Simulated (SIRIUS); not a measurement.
## BN under changes of volume

One of the cells (9.146 Å³/atom); the others are scaled copies at fixed shape and fractional positions:

```
CELL_PARAMETERS angstrom
2.51479 0.00000 0.00000
-1.25739 2.17787 0.00000
0.00000 0.00000 6.67965
ATOMIC_POSITIONS crystal
N 0.66667 0.33333 0.25000
N 0.33333 0.66667 0.75000
B 0.66667 0.33333 0.75000
B 0.33333 0.66667 0.25000
```

```yaml
Program: SIRIUS 7.12.0
Functional: PBEsol
Potentials_or_basis: all-electron FP-LAPW
Cutoff: 427 eV
Basis: apw+lo standard
k_mesh: 12 × 12 × 4
Occupations: fermi-dirac, width 0.05 eV
Spin: no spin polarisation
```

```csv
volume (Å³/atom),energy over the lowest point (meV/atom),gap on the mesh (eV)
8.429,34.37,4.25
8.608,16.26,4.23
8.787,4.91,4.21
9.146,0.00,4.17
9.325,?,?
9.505,15.52,4.12
```

Problem. What does the run at 9.325 Å³/atom give?

Solution. Energy over the lowest point 5.43 meV/atom; gap on the mesh 4.14 eV.

Worked out: A Birch-Murnaghan fit of order 3 (a polynomial in V^(-2/3)) to the other rows has its minimum at 9.04 Å³/atom with B0 = V·E''(V) = 242 GPa and B' = 3.8 at fixed shape and positions, which overstates the stiffness. It gives 5.42 meV/atom at 9.325 Å³/atom, against the run's 5.43. A straight line through the other rows of the gap, of slope -1.07 eV per unit of ln V, gives 4.14 eV, against the run's 4.14.

Energies are extrapolated to zero smearing.

Caveats: this functional lacks dispersion, which binds the layers, so the pressure and a relaxed spacing across them are unreliable.

A mesh can miss the band edges.
